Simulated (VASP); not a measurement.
A convergence study with VASP on SrF₂ (fluorite): one setting is varied, all else stays as given below, so the limit is that of these other settings.

```yaml
crystal:
  lattice:
    - [0.00000, 2.90000, 2.90000]
    - [2.90000, 0.00000, 2.90000]
    - [2.90000, 2.90000, 0.00000]
  atoms:
    - { symbol: Sr, position: [0.00000, 0.00000, 0.00000] }
    - { symbol: F, position: [0.25000, 0.25000, 0.25000] }
    - { symbol: F, position: [0.75000, 0.75000, 0.75000] }
```

Method: PBE GGA, VASP's PBE PAW potentials (set 64) (plane waves; VASP). The tightest run used: 700 eV cut-off, 15×15×15 Γ-centred mesh, Gaussian smearing of 0.050 eV, potentials Sr_sv F.

### Question
The settings run are 1×1×1 mesh; 2×2×2 mesh; 3×3×3 mesh; 4×4×4 mesh; 5×5×5 mesh; 6×6×6 mesh; 7×7×7 mesh; 8×8×8 mesh; 9×9×9 mesh; 10×10×10 mesh; 11×11×11 mesh; 12×12×12 mesh; 13×13×13 mesh; 14×14×14 mesh; 15×15×15 mesh. From which on does the energy per atom stay within 0.005 eV/atom of the tightest run?

### Answer
From 3×3×3 mesh on: it is off by 0.0003 there and by no more than 0.005 in any finer run, while 2×2×2 mesh is off by 0.0150.
```tsv
setting	E (eV/atom)	pressure (GPa)	irreducible k-points	difference judged (eV/atom)
1×1×1 mesh	-5.8953	-7.91	1	0.2062
2×2×2 mesh	-5.6741	2.65	3	0.0150
3×3×3 mesh	-5.6887	2.20	4	0.0003
4×4×4 mesh	-5.6891	2.20	8	0.0000
5×5×5 mesh	-5.6891	2.20	10	0.0000
6×6×6 mesh	-5.6890	2.20	16	0.0000
7×7×7 mesh	-5.6891	2.20	20	0.0000
8×8×8 mesh	-5.6891	2.20	29	0.0000
9×9×9 mesh	-5.6891	2.20	35	0.0000
10×10×10 mesh	-5.6891	2.20	47	0.0000
11×11×11 mesh	-5.6891	2.20	56	0.0000
12×12×12 mesh	-5.6891	2.20	72	0.0000
13×13×13 mesh	-5.6891	2.20	84	0.0000
14×14×14 mesh	-5.6891	2.20	104	0.0000
15×15×15 mesh	-5.6891	2.20	120	0.0000
```

Left out are rungs that failed or repeat a setting and relaxations that didn't move; long series are thinned to 24 rows.

The compound is SrF2 in the fluorite structure. The cell was not relaxed at this level.
